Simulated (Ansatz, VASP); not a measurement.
# Two plane-wave programs on Al2Cu

```
CELL_PARAMETERS angstrom
-3.03350 3.03350 2.43850
3.03350 -3.03350 2.43850
3.03350 3.03350 -2.43850
ATOMIC_POSITIONS crystal
Al 0.15810 0.65810 0.81620
Al 0.65810 0.84190 0.50000
Al 0.84190 0.34190 0.18380
Al 0.34190 0.15810 0.50000
Cu 0.75000 0.75000 0.00000
Cu 0.25000 0.25000 0.00000
```

Alike in both runs: task relaxation of cell and atoms; functional PBE; k mesh 10 × 10 × 10; occupations gaussian, width 0.1 eV; no spin polarisation.

|  | VASP | Ansatz |
| --- | --- | --- |
| version | VASP 6.6.1 | Ansatz 0.2.0 |
| potentials or method | VASP PAW PBE potentials, release 64 (Al, Cu) | scalar-relativistic, plane waves, PAW |
| plane-wave cutoff (eV) | 600 | 420 |
| valence electrons in the cell | 34 | 50 |

Ansatz gave:

- gap on the k mesh at the Fermi level, each at its own relaxed structure (eV): none
- relaxed volume (Å³/atom): 14.91
- relaxed cell length with the largest relative difference (Å): 4.927

What did VASP give for the same quantities?

gap on the k mesh at the Fermi level, each at its own relaxed structure (eV): none; relaxed volume (Å³/atom): 14.92; relaxed cell length with the largest relative difference (Å): 4.930.

A gap of «none» marks a metal or a gap that the smearing closes. The two sets of potentials don't hold the same shells in valence.
